Which filled states does the tip see?

A scanning tunnelling image sums all states between zero and the sample bias. As the bias grows more negative, the window reaches deeper valence states. The question is how much these add to the image of a WS₂ monolayer, and whether they change its decay and contrast.

Tersoff–Hamann STM of a free-standing WS₂ monolayer, computed with Ansatz 0.2.0 using scalar-relativistic PBE+D3(BJ), PAW, a 420 eV plane-wave cutoff, a 39 × 39 × 1 k mesh, 0.05 eV Gaussian smearing and no spin polarisation. Bias is measured from mid-gap. The tip height is 4 Å above the topmost nuclei; corrugation is at constant current, with the plane's mean density as set point.

```
bias (V)  log10 mean density (log10 of e/angstrom^3)  bright over dark  corrugation (Å)  brightest over  apparent barrier at 4 angstrom (eV)
  -2.950                                           ?                 ?                ?               S                                    ?
  -2.150                                           ?                 ?                ?               S                                    ?
  -1.550                                      -5.433             1.156            0.058               S                                5.900
  -1.200                                      -5.707             1.102            0.040               S                                5.591
   1.200                                      -5.138             1.060            0.026            flat                                4.668
   1.550                                      -4.489             1.032            0.015            flat                                4.303
   2.150                                      -4.171             1.015            0.007            flat                                3.905
   2.750                                      -4.051             1.049            0.023            flat                                4.002
```

The mean density is taken 4 Å above the topmost nuclei. "Bright over dark" is the density ratio of the brightest to the darkest point in that plane. The apparent barrier is the barrier height inferred from the decay there. All runs warn that the exchange-correlation potential is rough in thin density, which is where these images are taken, and spin-orbit coupling is left out.

Depth and sideways motion

A state's barrier φ has two parts: its depth below the vacuum level, and the kinetic energy of its motion along the surface.

φ = depth + ck², with c = ħ²/2mₑ = 3.81 eV Å²
density ∝ exp[−2z√(φ/c)]

Here k is the parallel wave number and z the height. At K, the corner of the Brillouin zone, the second part is 6.7 eV. The known filled rows have total barriers of only 5.6 and 5.9 eV, so K states can't be the main signal. Valence states near the zone centre Γ, where k is small, fit much better, though the output does not sort the states by k.

Why the density should level off

Below a parabolic band maximum, each energy interval of a two-dimensional layer holds equally many states. A deeper state also has larger k, so its barrier rises faster than its depth. For a hole mass of about two electron masses, a rough recalled value, φ grows by 3 eV per eV of depth. The density collected down to a depth w below the Γ maximum is then

N(w) ∝ 1 − exp(−rw), with r = 3z/√(cφ) ≈ 2.56 per eV

The density ratio of the two known filled rows, 1.88, places the maximum 1.00 eV below mid-gap, the zero of bias. Their barrier rise was not used and tests the model: it gives 0.36 eV against the computed 0.31 eV. The absolute barrier comes out 0.4 to 0.5 eV too high, perhaps because the potential at 4 Å has not yet reached the vacuum level, so only changes are predicted.

One estimate in full

Going from −1.55 to −2.15 V raises w from 0.55 to 1.15 eV, and N from 0.76 to 0.95. The ratio before rounding is 1.253, whose log10 is 0.098. The forecast is therefore −5.433 + 0.098 = −5.335. This row took no part in setting the model.

The forecasts

Contrast should rise too, because sideways motion strengthens the interference that makes the atomic pattern. It is continued as a straight line in the mean depth of the contributing states, drawn through the two known filled rows. For −2.95 V, lower sulphur-rich bands are assumed to add a tenth to the density, with a barrier near 10 eV. That is a judgement of order of magnitude.

−2.15 V: log10 density −5.34 ± 0.12; barrier 6.24 ± 0.30 eV; bright over dark 1.21 ± 0.06
−2.95 V: log10 density −5.27 ± 0.20; barrier 6.69 ± 0.50 eV; bright over dark 1.28 ± 0.12

In words, density nearly saturates, while barrier and contrast keep rising, but more slowly per volt than between the two known filled rows. If instead every added volt brought equal density, the two log10 densities would be −5.177 and −4.975.

The withheld rows as computed:

```
bias (V)  log10 mean density (log10 of e/angstrom^3)  bright over dark  corrugation (Å)  brightest over  apparent barrier at 4 angstrom (eV)
  -2.950                                      -5.069             1.398            0.123               S                                7.043
  -2.150                                      -5.337             1.293            0.100               S                                6.316
```

What held and what failed

At −2.15 V density and barrier fall inside their ranges, but the contrast, 1.293, lies above its range. The straight line was too cautious; interference may grow faster than linearly with depth. Nor does the density hit prove the parabola: the calculation counts 1.4 electrons per eV and cell between −1.20 and −1.55 V, but 2.1 between −1.55 and −2.15 V. Extra states at large k would be expected to add little at the tip.

At −2.95 V barrier and contrast are inside their ranges, the contrast only barely. The density lies just outside: the levelling off seen at −2.15 V does not last. Equal density per volt comes closer here, though it overshoots both rows. The predicted slowing per volt also fails, for contrast in the first step and for the barrier in the second.

What the deep window adds

Between −2.15 and −2.95 V the density grows by a factor 10^(5.337 − 5.069) = 1.85, so 46% of the final density is new. The decay rate, proportional to √φ, averages over the states by density. The new states must then have

√φ = (√7.043 − 0.54 × √6.316)/0.46 ≈ 2.82, or φ ≈ 8 eV

Depth alone would give 6.9 to 7.7 eV. The new states thus seem to move sideways less than assumed, which would help them reach the tip. Averaged over the window, they also lie further out: the calculation puts 80% of their weight on the two sulphur planes, against just under half for the states between −1.55 and −2.15 V. The count of states also points to lower bands: one band holds two electrons per cell, and 1.98 are already counted by −2.15 V. A sulphur-rich band near Γ would fit, but its place near Γ is an inference. The printed output below gives every forecast and miss.

A rule for reading such images

A deep-bias image is a sum, so compare it with a shallower one at the same height before naming its states. Carry over the order of events, not the voltages: this level of theory makes the gap too small. The deep window is mostly sulphur, but which of its bands supplies the new 46% remains open; an image of the states between −2.15 and −2.95 V alone, resolved by band, would settle it.

The analysis program printed:

```
density at -1.55 V over density at -1.20 V (ratio): 1.879
model edge of the Gamma states below mid-gap (eV): 0.9992
computed barrier rise from -1.20 to -1.55 V (eV): 0.309
model barrier rise from -1.20 to -1.55 V (eV): 0.3624
model absolute barrier less computed at -1.55 V then -1.20 V (eV): 0.4639, 0.4106
parallel kinetic energy of a state at K (eV): 6.695
barrier above vacuum level minus bias at 1.20 then 1.55 then 2.15 then 2.75 V (eV): 1.141, 1.126, 1.328, 2.025
share of the density at 2.75 V that was added above 2.15 V (percent): 24.14
corrugation rebuilt from contrast and barrier less table value in row order (angstrom): -2.95 0.0002119, -2.15 -0.0002106, -1.55 0.0002466, -1.2 8.902e-05, 1.2 0.000321, 1.55 -0.0001803, 2.15 0.0003532, 2.75 0.0003378
forecast log10 mean density at -2.95 V (half-width 0.20) then -2.15 V (half-width 0.12): -5.273, -5.335
computed log10 mean density at -2.95 V then -2.15 V: -5.069, -5.337
forecast less computed log10 mean density at -2.95 V then -2.15 V: -0.2044, 0.001863
forecast barrier at -2.95 V (half-width 0.50) then -2.15 V (half-width 0.30) (eV): 6.687, 6.241
computed barrier at -2.95 V then -2.15 V (eV): 7.043, 6.316
forecast less computed barrier at -2.95 V then -2.15 V (eV): -0.356, -0.07455
forecast bright over dark at -2.95 V (half-width 0.12) then -2.15 V (half-width 0.06): 1.278, 1.207
computed bright over dark at -2.95 V then -2.15 V: 1.398, 1.293
forecast less computed bright over dark at -2.95 V then -2.15 V: -0.1198, -0.08612
rival forecast of log10 mean density at -2.95 V then -2.15 V: -4.975, -5.177
rival forecast less computed log10 mean density at -2.95 V then -2.15 V: 0.09412, 0.1598
model without added bands less computed log10 mean density at -2.95 V: -0.2458
model without added bands less computed barrier at -2.95 V (eV): -0.6508
```
